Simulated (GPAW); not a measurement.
The system is HgTe (Coloradoite).

```
CELL_PARAMETERS angstrom
0.00000 3.21450 3.21450
3.21450 0.00000 3.21450
3.21450 3.21450 0.00000
ATOMIC_POSITIONS crystal
Hg 0.00000 0.00000 0.00000
Te 0.75000 0.75000 0.75000
```

Base run:

| Quantity | Value |
| --- | --- |
| Program | GPAW 26.7.0 |
| Functional | r4SCAN |
| Potentials or basis | GPAW PAW data sets (gpaw-data 1.2.1) |
| Cutoff | 600 eV |
| Basis | pw |
| k mesh | 6 × 6 × 6 |
| Occupations | fermi-dirac, width 0.05 eV |
| Spin | spin-orbit coupling, no magnetisation |

Its results: pressure 1.9 GPa.

Task: The run is repeated on the same cell with these changes: functional from r4SCAN to r2SCAN. What comes out?

Result: Pressure 3.3 GPa.

Caveats: spin-orbit coupling was added after a scalar SCF, so levels and gaps hold it while energy, forces, pressure and moments don't; the PAW data sets were made with another functional, which shifts forces and pressure a little.

Not every run made on this cell is shown here.
